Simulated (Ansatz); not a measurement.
# Si: energy landscapes

An exercise on one series of results from a longer session: the logs are not shown, and one member is left open.

Method: DFT r2SCAN, scalar-relativistic, plane waves, PAW, in Ansatz 0.2.0.

**Starting point**

It takes space group I4/mmm (No. 139, tetragonal). The conventional cell has a = 6.651 Å, b = 6.651 Å, c = 3.845 Å, α = 90.00°, β = 90.00°, γ = 90.00°. Si (site symmetry m2m) is surrounded by 4 Si at 2.34 to 2.38 Å.

Coordinates:

```
CELL_PARAMETERS angstrom
-3.32544 3.32544 1.92239
3.32544 -3.32544 1.92239
3.32544 3.32544 -1.92239
ATOMIC_POSITIONS crystal
Si 0.17880 0.17880 0.35760
Si 0.82120 0.82120 0.64240
Si 0.17880 0.82120 0.00000
Si 0.82120 0.17880 0.00000
```

It goes back to an entry of the Materials Project, which need not be the stable form.

The cell is taken as given, not relaxed at this level.

**The reference cell**

The reference gives a free energy of -2555.7983 eV, pressure 0.09 GPa, largest force 0.000 eV/Å and gap on the mesh 0.40 eV. It was computed beforehand with the settings of the runs below.

Set-up of the first run:

At fixed volume and fractional coordinates, lengths along (0.000, 0.000, 1.000) are scaled against those across it; ρ is that ratio over its starting value.

input.yaml reads:

```yaml
crystal:
  lattice:
    - [-3.5105624357, 3.5105624357, 1.7249895509]
    - [3.5105624357, -3.5105624357, 1.7249895509]
    - [3.5105624357, 3.5105624357, -1.7249895509]
  atoms:
    - { symbol: Si, position: [0.17880106, 0.17880106, 0.35760212] }
    - { symbol: Si, position: [0.82119894, 0.82119894, 0.64239788] }
    - { symbol: Si, position: [0.17880106, 0.82119894, 0.0] }
    - { symbol: Si, position: [0.82119894, 0.17880106, 0.0] }
basis:
  ecutwfc: 500
kpoints:
  mp_grid: { grid: [12, 12, 12] }
hamiltonian:
  xc: r2scan
scf:
  occupations: { method: gaussian, width: 0.03 }
output:
  forces: true
  stress: true
  eigenvalues: true
  write_density: true
  write_potential: true
  elf: true
  volumetric_format: npy
```

Command:

```
> ansatz run input.yaml --threads 1 --pin off --max-ram 2560MiB --backend cpu --events-out ev --progress --plain --runs-dir out
```

Steps of the session up to this table: At ρ = 0.850; ρ = 1.200; Point ρ = 0.920; Point ρ = 1.100; Point ρ = 0.960; ρ = 1.050; Point ρ = 0.800; At ρ = 1.300.

One table of the session follows, with a row left open; its other results are not shown here.

| ρ | ΔE (meV/atom) | pressure (GPa) | gap on the mesh (eV) |
| --- | --- | --- | --- |
| 0.800 | 413.4 | 4.6 | 0.00 |
| 0.850 | 222.9 | 2.9 | 0.00 |
| 0.920 | ? | ? | ? |
| 0.960 | 13.8 | 0.4 | 0.43 |
| 1.000 | 0.0 | 0.1 | 0.40 |
| 1.050 | 20.1 | 0.1 | 0.00 |
| 1.100 | 74.3 | 0.6 | 0.00 |
| 1.200 | 258.0 | 2.5 | 0.00 |
| 1.300 | 508.8 | 5.4 | 0.00 |

Q: Estimate the row for ρ = 0.920 from the others.

Worked estimate for «ΔE (meV/atom)». A straight line through the neighbours (0.850, 222.9) and (0.960, 13.8) gives 222.9 + (13.8 − 222.9) × (0.920 − 0.850) / (0.960 − 0.850) = 89.8; a parabola fitted to 4 rows on both sides gives 57.4.

As computed: ΔE (meV/atom): 58.3; pressure (GPa): 1.0; gap on the mesh (eV): 0.21. In «ΔE (meV/atom)» the line misses by +31.5 and the parabola by -0.9.

Where the gap reads zero, the mesh chosen for the insulator is on the coarse side.
